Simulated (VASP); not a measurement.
# Bi2Te3 (Tellurobismuthite): Cu into a neighbouring Te vacancy, part 3 of 4

How hard is this move in Bi2Te3 (Tellurobismuthite): Cu into a neighbouring Te vacancy? Both ends are relaxed first, then a band of images between them. The start is a cell from a database of measured crystal structures.

VASP 6.6.1, plane waves and PAW; the level of theory is named at each step.

So far. Step 2 (Relax the host): An edge changed by 4 % against the database cell. Without a dispersion term, weakly bound directions of a crystal swell by this much or more. Step 3 (Relax the host again, on a new basis): The start already met the threshold, so nothing moved.

## Step 4: Relax the start (continued)

Level of this step: PBE, spin-polarised, with small moments to start from; plane waves and PAW (Bi, Te, Cu) (VASP).

OUTCAR, selected parts (step 4):

```text
 Found      8 irreducible k-points:

   k-points           NKPTS =      8   k-points in BZ     NKDIM =      8   number of bands    NBANDS=     86

   dimension x,y,z NGX =    48 NGY =   96 NGZ =   96
   dimension x,y,z NGXF=    96 NGYF=  192 NGZF=  192

   ENCUT  =  300.0 eV  22.05 Ry    4.70 a.u.  15.41 30.83 30.83*2*pi/ulx,y,z

   NELECT =     111.0000    total number of electrons

 E-fermi :   4.4198

 spin component 1
 k-point     1 :       0.0000    0.0000    0.0000
  band No.  band energies     occupation
    ...
     51       3.3409      1.00000
     52       3.3530      1.00000
     53       3.4542      1.00000
     54       3.7253      1.00000
     55       4.1165      1.00000
     56       4.5430      0.00024
     57       4.7158      0.00000
     58       4.8133      0.00000
     59       4.9212      0.00000
     60       5.1174      0.00000
    ...

 k-point     2 :       0.3333    0.0000    0.0000
  band No.  band energies     occupation
    ...
     51       3.3840      1.00000
     52       3.4513      1.00000
     53       3.5235      1.00000
     54       3.7510      1.00000
     55       4.1231      1.00000
     56       4.4300      0.38608
     57       4.6843      0.00000
     58       4.9869      0.00000
     59       5.2184      0.00000
     60       5.3401      0.00000
    ...

 k-point     3 :      -0.0000    0.5000    0.0000
  band No.  band energies     occupation
    ...
     51       3.3779      1.00000
     52       3.4221      1.00000
     53       3.5111      1.00000
     54       3.5424      1.00000
     55       3.9833      1.00000
     56       4.4528      0.17510
     57       4.6418      0.00000
     58       5.0710      0.00000
     59       5.3393      0.00000
     60       5.4777      0.00000
    ...

 k-point     4 :       0.0000    0.0000    0.5000
  band No.  band energies     occupation
    ...
     51       3.3200      1.00000
     52       3.4213      1.00000
     53       3.4569      1.00000
     54       3.6744      1.00000
     55       4.0289      1.00000
     56       4.4925      0.01982
     57       4.5250      0.00147
     58       5.1747      0.00000
     59       5.2669      0.00000
     60       5.5220      0.00000
    ...

  Total       -2.6004913     -2.8861790     -1.4005394     -0.3136666     -0.4752311      0.4846749
  in kB       -5.7400157     -6.3706090     -3.0913844     -0.6923504     -1.0489687      1.0698138
  external PRESSURE =      -5.0673364 kB  Pullay stress =       0.0000000 kB

  energy-cutoff  :      300.00
  volume of cell :      725.86
      direct lattice vectors                 reciprocal lattice vectors
     2.222207737  1.282992235 10.607986857     0.225001467  0.129904657  0.031422864
    -4.444415473  2.565984470 21.215973714    -0.112500733  0.064952329  0.015711432
     0.000000000 -5.131968940 21.215973714     0.000000000 -0.129904657  0.015711432

 POSITION                                       TOTAL-FORCE (eV/Angst)
 -----------------------------------------------------------------------------------
     -0.01258     -0.03638     19.14253        -0.001539     -0.029084      0.008937
      0.12192     -2.50607     29.61137        -0.004387      0.014931     -0.001900
     -2.23633      1.26907     29.79211        -0.003720      0.000489      0.014738
     -2.23900     -1.24743     40.20561         0.013829      0.007359     -0.013153
      0.02058     -0.00094     12.52567         0.019595      0.006500     -0.031296
     -0.02243     -2.46873     23.34773        -0.008506      0.027634      0.002996
     -2.20376      1.27250     23.13943        -0.028924     -0.011461     -0.019252
     -2.24257     -1.29940     33.90337        -0.003102      0.011146      0.010887
      0.04141     -2.56801     35.57760        -0.014154     -0.016680     -0.007406
     -2.27141      1.28930     35.52693         0.000966     -0.002694     -0.001412
     -2.27197     -1.25467     46.19249        -0.003424     -0.028753     -0.004753
     -0.01900     -0.04647      6.84904         0.008910      0.005638      0.007725
     -2.22292      1.21768     17.42707        -0.009805      0.001687      0.007321
     -2.19108     -1.26991     28.05775         0.009437      0.004339      0.000009
     -0.02616     -5.10850     21.40695         0.009476      0.001687      0.011328
     -2.21839      1.22363     42.41494         0.001831      0.004082      0.007474
     -0.06648      2.55018     21.14950         0.028255      0.013538      0.014482
     -0.00462     -0.03663     31.84585        -0.005251     -0.011387      0.000464
      0.04302     -2.56862     17.93856        -0.009489      0.001029     -0.007189
 -----------------------------------------------------------------------------------
    total drift:                                0.004632      0.006060     -0.005551

  FREE ENERGIE OF THE ION-ELECTRON SYSTEM (eV)
  ---------------------------------------------------
  free  energy   TOTEN  =       -67.5216060645 eV

  energy  without entropy=      -67.5136116049  energy(sigma->0) =      -67.51760883

 total charge
# of ion       s       p       d       tot
------------------------------------------
    1        1.783   1.657   0.111   3.551
    2        1.772   1.715   0.096   3.584
    3        1.802   1.592   0.114   3.508
    4        1.773   1.710   0.100   3.584
    5        1.791   1.612   0.099   3.502
    6        1.786   1.625   0.097   3.509
    7        1.789   1.604   0.095   3.489
    8        1.805   1.594   0.117   3.516
    9        1.399   1.918   0.019   3.336
   10        1.397   1.924   0.018   3.339
   11        1.396   1.922   0.018   3.337
   12        1.403   1.907   0.021   3.330
   13        1.398   1.917   0.019   3.334
   14        1.404   1.907   0.022   3.332
   15        1.407   1.888   0.028   3.322
   16        1.386   1.955   0.021   3.362
   17        1.403   1.910   0.023   3.336
   18        1.387   1.954   0.021   3.363
   19        0.464   0.152   9.248   9.864
--------------------------------------------------
tot         28.746  32.464  10.288  71.498

 magnetization (x)
# of ion       s       p       d       tot
------------------------------------------
    1        0.000   0.000   0.000   0.000
    2        0.000   0.000   0.000   0.000
    3        0.000  -0.000  -0.000  -0.000
    4        0.000   0.000   0.000   0.000
    5        0.000   0.000   0.000   0.000
    6       -0.000  -0.000  -0.000  -0.000
    7        0.000   0.000   0.000   0.000
    8        0.000   0.000   0.000   0.000
    9        0.000  -0.000   0.000  -0.000
   10       -0.000   0.000   0.000   0.000
   11        0.000   0.000   0.000   0.000
   12       -0.000   0.000   0.000   0.000
   13       -0.000   0.000   0.000   0.000
   14        0.000  -0.000   0.000  -0.000
   15        0.000   0.000   0.000   0.000
   16        0.000  -0.000   0.000  -0.000
   17        0.000   0.000   0.000   0.000
   18        0.000  -0.000   0.000   0.000
   19        0.000   0.000  -0.000  -0.000
--------------------------------------------------
tot          0.000   0.000  -0.000   0.000

[... 1 part as in an earlier step ...]

[... 11 further parts left out ...]
```

CONTCAR:

```
CuBi8Te10
   1.00000000000000
     2.2222077366000001    1.2829922349000000   10.6079868571000002
    -4.4444154732000003    2.5659844698000001   21.2159737142000004
     0.0000000000000000   -5.1319689398000001   21.2159737142000004
  Bi              Te              Cu
     8    10     1
Direct
     0.5939564366030671    0.2998092984445316    0.3054821322577272
     0.6323572633154252    0.2887454658281844    0.7907869048655277
     0.5978332520627918    0.8020943914826399    0.3032189889545144
     0.5975489606906662    0.8025537742638349    0.7937349477422808
     0.3981012929109597    0.1944193379975011    0.1969187599086055
     0.4079069618858330    0.2089998088386007    0.6875256294796449
     0.3965611334759115    0.6941306894066389    0.1982495723338980
     0.3919611971898621    0.7005621580824326    0.7014689796323851
     0.7936703939220936    0.3875189203390051    0.8925709731253405
     0.7727735829877278    0.8974565462386828    0.3906934048188072
     0.7773155329046959    0.8998554077021205    0.8887373069148340
     0.2049044454577690    0.1067269635525074    0.1136453104738599
     0.2056289449790809    0.6029756501109776    0.1156224330801133
     0.2236918715355918    0.6048411640246987    0.6057952514105075
     0.0031642040009627    0.0074674858056948    0.9999519341914521
     0.9926129903022080    0.9954469934641439    0.5074447756860678
     0.9808998466561895    0.5054084683079016    0.0010085606734919
     0.9948900600000075    0.4984843692516487    0.5051022464655908
     0.2396855040191688    0.1101631617582494    0.6155156065853502
```

The moments of the start collapse, so the state is non-magnetic; other starts or orders were not tried.

Step by step:

| step | energy less that of the first step (eV) | largest force (eV/Å) |
| --- | --- | --- |
| 1 | 0.0000 | 0.8095 |
| 2 | -0.1040 | 0.7609 |
| 3 | -0.3308 | 0.6163 |
| 4 | -0.3366 | 0.5943 |
| 5 | -0.4195 | 0.3691 |
| 6 | -0.4819 | 0.2410 |
| 7 | -0.5004 | 0.2384 |
| 8 | -0.5207 | 0.1688 |
| 9 | -0.5350 | 0.1504 |
| 10 | -0.5352 | 0.1771 |
| 11 | -0.5476 | 0.1510 |
| 12 | -0.5538 | 0.1281 |
| 13 | -0.5544 | 0.1258 |
| 14 | -0.5645 | 0.0532 |
| 15 | -0.5652 | 0.0579 |
| 16 | -0.5686 | 0.0375 |

The atoms that moved most (Å):

| atom | dx | dy | dz | length |
| --- | --- | --- | --- | --- |
| Cu19 | 0.025 | 0.019 | 0.479 | 0.480 |
| Bi2 | 0.148 | 0.042 | -0.174 | 0.232 |
| Te15 | -0.025 | 0.042 | 0.193 | 0.199 |
| Bi4 | -0.023 | 0.035 | -0.189 | 0.194 |
| Bi6 | -0.034 | 0.096 | 0.090 | 0.136 |
| Bi7 | 0.034 | -0.005 | -0.125 | 0.129 |
| Bi5 | 0.035 | 0.002 | -0.121 | 0.126 |
| Te17 | -0.078 | -0.034 | -0.073 | 0.112 |

Final coordinates:

```cif
data_structure
_symmetry_space_group_name_H-M 'P 1'
_symmetry_Int_Tables_number 1
_cell_length_a 10.9139
_cell_length_b 21.8278
_cell_length_c 21.8278
_cell_angle_alpha 23.497
_cell_angle_beta 23.497
_cell_angle_gamma 23.497
_cell_volume 725.86
loop_
_atom_site_label
_atom_site_type_symbol
_atom_site_fract_x
_atom_site_fract_y
_atom_site_fract_z
_atom_site_occupancy
Bi1 Bi 0.59396 0.29981 0.30548 1
Bi2 Bi 0.63236 0.28875 0.79079 1
Bi3 Bi 0.59783 0.80209 0.30322 1
Bi4 Bi 0.59755 0.80255 0.79373 1
Bi5 Bi 0.39810 0.19442 0.19692 1
Bi6 Bi 0.40791 0.20900 0.68753 1
Bi7 Bi 0.39656 0.69413 0.19825 1
Bi8 Bi 0.39196 0.70056 0.70147 1
Te9 Te 0.79367 0.38752 0.89257 1
Te10 Te 0.77277 0.89746 0.39069 1
Te11 Te 0.77732 0.89986 0.88874 1
Te12 Te 0.20490 0.10673 0.11365 1
Te13 Te 0.20563 0.60298 0.11562 1
Te14 Te 0.22369 0.60484 0.60580 1
Te15 Te 0.00316 0.00747 0.99995 1
Te16 Te 0.99261 0.99545 0.50744 1
Te17 Te 0.98090 0.50541 0.00101 1
Te18 Te 0.99489 0.49848 0.50510 1
Cu19 Cu 0.23969 0.11016 0.61552 1
```

Numbers from this step:

| Property | Result |
| --- | --- |
| electronic cycles | 138 |
| electrons | 111 |
| free energy (TOTEN) | -67.5216 eV |
| energy at zero smearing | -67.5176 eV |
| Fermi energy | 4.420 eV |
| labelled metallic, from the levels on this mesh | yes |

The spin moment in the PAW sphere vanishes on all atoms.

The run ended after 16 ionic steps, 0.569 eV below its first step, once the forces on the free atoms met EDIFFG = -0.05.

## Step 5: Relax the end

The end state is relaxed in the same way, so that both ends share their errors.

Contents of INCAR:

```
SYSTEM = CuBi8Te10
PREC = Normal
ENCUT = 300
EDIFF = 1E-05
NELM = 120
ISMEAR = 0
SIGMA = 0.05
LREAL = Auto
ALGO = Fast
GGA = PE
NBANDS = 86
ISPIN = 2
MAGMOM = 0 0 0 0 0 0 0 0 0 0 0.6 0 0.6 0 0 0 0 0 0.6
LASPH = .TRUE.
LMAXMIX = 4
LORBIT = 11
LWAVE = .FALSE.
LCHARG = .FALSE.
NCORE = 3
IBRION = 2
NSW = 60
ISIF = 2
EDIFFG = -0.05
POTIM = 0.4
MAXMIX = 40
ISYM = 0
```

Contents of POSCAR:

```
CuBi8Te10
1.0
    2.2222077366      1.2829922349     10.6079868571
   -4.4444154732      2.5659844698     21.2159737142
    0.0000000000     -5.1319689398     21.2159737142
Bi Te Cu
8 10 1
Direct
    0.5987850746      0.2994828235      0.3043042293
    0.6026519350      0.3010825057      0.8001411306
    0.5975589949      0.8037627087      0.3004932943
    0.6043138913      0.8010971635      0.7986671009
    0.4018225189      0.1997665054      0.1955662620
    0.3961479913      0.2017226851      0.6969667410
    0.3998863389      0.6959116693      0.1992727733
    0.3965169041      0.6987535038      0.7002434324
    0.7811478550      0.3897025741      0.8964938981
    0.7906055125      0.8913256797      0.3906650788
    0.7867120028      0.8933607211      0.8916218989
    0.2192851849      0.1056994769      0.1066714743
    0.2148988198      0.6086142337      0.1039174447
    0.2133013047      0.6072746054      0.6068340228
    0.0003475920     -0.0013238750      0.0019630936
    0.0019393455      0.0015348408      0.4986444731
   -0.0015036953      0.4975249580      0.0017993628
    0.0071683988      0.4956939194      0.5000727807
   -0.2140478996      0.3923268891      0.3933974263
```

Contents of KPOINTS:

```
Automatic mesh
0
Gamma
3 2 2
0 0 0
```

The projector-augmented-wave data sets are Bi, Te and Cu (PBE family, release 64).

The run is started by

```
$ mpirun -np 3 vasp_std
```

What it wrote:

```text
[... set-up lines as in an earlier step ...]
 entering main loop
       N       E                     dE             d eps       ncg     rms          rms(c)
DAV:   1     0.446886411253E+03    0.44689E+03   -0.26981E+04  2752   0.661E+02
DAV:   2    -0.179433407231E+02   -0.46483E+03   -0.42916E+03  3258   0.145E+02
DAV:   3    -0.652744596379E+02   -0.47331E+02   -0.45671E+02  3440   0.541E+01
DAV:   4    -0.681419615547E+02   -0.28675E+01   -0.28556E+01  4144   0.169E+01
[...]
RMM:  14    -0.669765323725E+02    0.15349E-04   -0.61803E-04  2994   0.669E-02    0.581E-02
RMM:  15    -0.669765517068E+02   -0.19334E-04   -0.13921E-04  2474   0.276E-02    0.448E-02
RMM:  16    -0.669765532844E+02   -0.15776E-05   -0.78129E-05  2368   0.380E-02
   1 F= -.66976553E+02 E0= -.66968239E+02  d E =-.669766E+02  mag=     0.0210
[... from here on, the cycles between the ionic steps are left out ...]
   2 F= -.67066243E+02 E0= -.67057943E+02  d E =-.896898E-01  mag=    -0.0023
   3 F= -.67264351E+02 E0= -.67256401E+02  d E =-.287798E+00  mag=    -0.0033
   4 F= -.67297996E+02 E0= -.67293387E+02  d E =-.321442E+00  mag=     0.0002
   5 F= -.67350839E+02 E0= -.67344580E+02  d E =-.374285E+00  mag=     0.0025
   6 F= -.67424494E+02 E0= -.67419008E+02  d E =-.736552E-01  mag=     0.0003
   7 F= -.67444306E+02 E0= -.67439300E+02  d E =-.934677E-01  mag=     0.0001
   8 F= -.67466966E+02 E0= -.67462385E+02  d E =-.226599E-01  mag=    -0.0005
   9 F= -.67481227E+02 E0= -.67476967E+02  d E =-.369208E-01  mag=    -0.0009
  10 F= -.67481969E+02 E0= -.67477771E+02  d E =-.376631E-01  mag=     0.0003
  11 F= -.67496802E+02 E0= -.67492689E+02  d E =-.148329E-01  mag=    -0.0001
  12 F= -.67502425E+02 E0= -.67498369E+02  d E =-.204557E-01  mag=    -0.0010
[...]
soft stop encountered!  aborting job ...
  13 F= -.67512293E+02 E0= -.67508260E+02  d E =-.986820E-02  mag=    -0.0003
 trial-energy change:   -0.009868  1 .order   -0.009796   -0.013957   -0.005636
 step:   6.6780(harm=  6.8940)  dis= 0.03734  next Energy=   -67.514072 (dE=-0.116E-01)
 deleting file STOPCAR
```

The job ended after 45 min (3 MPI ranks of Intel Xeon 6975P-C (Granite Rapids), shared host; peak memory 1.9 GiB).

The steps of the relaxation:

| step | energy less that of the first step (eV) | largest force (eV/Å) |
| --- | --- | --- |
| 1 | 0.0000 | 0.7965 |
| 2 | -0.0897 | 0.7655 |
| 3 | -0.2878 | 0.5979 |
| 4 | -0.3214 | 0.5797 |
| 5 | -0.3743 | 0.4067 |
| 6 | -0.4479 | 0.2775 |
| 7 | -0.4678 | 0.2402 |
| 8 | -0.4904 | 0.1767 |
| 9 | -0.5047 | 0.1732 |
| 10 | -0.5054 | 0.2189 |
| 11 | -0.5202 | 0.1591 |
| 12 | -0.5259 | 0.1184 |
| 13 | -0.5357 | 0.0636 |

The atoms that moved most (Å):

| atom | dx | dy | dz | length |
| --- | --- | --- | --- | --- |
| Cu19 | -0.035 | 0.029 | -0.469 | 0.471 |
| Bi5 | -0.137 | -0.086 | 0.158 | 0.226 |
| Te17 | 0.015 | 0.011 | -0.193 | 0.194 |
| Bi7 | 0.019 | -0.042 | 0.181 | 0.187 |
| Bi4 | -0.043 | -0.009 | 0.132 | 0.139 |
| Bi2 | -0.007 | -0.010 | 0.116 | 0.117 |
| Te14 | 0.059 | -0.001 | 0.090 | 0.108 |
| Te13 | 0.049 | -0.061 | 0.041 | 0.089 |

The relaxed structure:

```
Bi Te Cu
1.0
     2.22221    1.28299   10.60799
    -4.44442    2.56598   21.21597
     0.00000   -5.13197   21.21597
Bi Te Cu
8 10 1
Cartesian
  0.0190 -0.0741 19.1069
  -0.0057 -2.5704 29.8724
  -2.1978 1.2881 29.7451
  -2.2603 -1.2773 40.4827
  -0.1315 -0.0612 12.8076
  0.0167 -2.5191 23.2997
  -2.1852 1.2338 23.4152
  -2.2104 -1.2680 33.8614
  0.0197 -2.5315 35.5852
  -2.2476 1.2853 35.5641
  -2.2161 -1.2343 46.2144
  -0.0343 -0.0144 6.8411
  -2.1780 1.2429 17.4378
  -2.1664 -1.2833 28.1113
  0.0732 0.0213 0.0565
  0.0085 -2.5453 10.5889
  -2.1992 1.2766 10.3845
  -2.2258 -1.2416 21.2249
  -2.2544 -1.2576 13.9307
```

The run met its time limit with a largest force of 0.06 eV/Å at its last finished step, short of the threshold.

(Continued in part 4 of 4.)

[Lines on the potential files, build, host, timing and source positions are cut from VASP's logs without a mark.]

[Logs are printed without paths, hosts, clocks, repeated set-up lines and the standing remarks that a program may print on its own settings, such as how far it seeks lower states.]

[Hosts, paths, dates, database ids (printed as entryN), source tags and the programs' standing remarks are cut or masked in the printed files.]

[Runs that stopped without an error message from VASP are left out.]
